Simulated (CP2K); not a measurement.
Crystal: BN.

```
N B
1.0
     2.55394    0.00000    0.00000
    -1.27697    2.21178    0.00000
     0.00000    0.00000    4.22685
N B
2 2
Direct
  0.33333 0.66667 0.12528
  0.66667 0.33333 0.62528
  0.33333 0.66667 0.49972
  0.66667 0.33333 0.99972
```

Measurements of this composition are mostly on another form, of space group No. 194.

Base run:

```yaml
Program: CP2K 2026.2
Functional: WC
Potentials_or_basis: POTENTIAL_UZH N GTH-PBE-q5, B GTH-PBE-q3; TZVP-MOLOPT-PBE-GTH basis
Density_cutoff: 9184 eV
k_mesh: 12 × 12 × 6
Occupations: fermi-dirac, width 0.05 eV
Spin: no spin polarisation
```

Its results: band gap on the k mesh 5.03 eV, indirect (least direct gap 7.52 eV); pressure -2.2 GPa; largest force 0.007 eV/Å.

Problem. After a change of settings the same cell gave: band gap on the k mesh 5.67 eV, indirect (least direct gap 8.01 eV); pressure -2.7 GPa; largest force 0.009 eV/Å. Which change was it?
A. functional from WC to optB88-vdW
B. functional from WC to PBEsol
C. functional from WC to LDA
D. functional from WC to M06-L

Solution. D.

Caveats: the potentials were made for another functional, which shifts forces and pressure; the basis of atomic orbitals isn't converged, which shifts pressures, moduli and gaps.
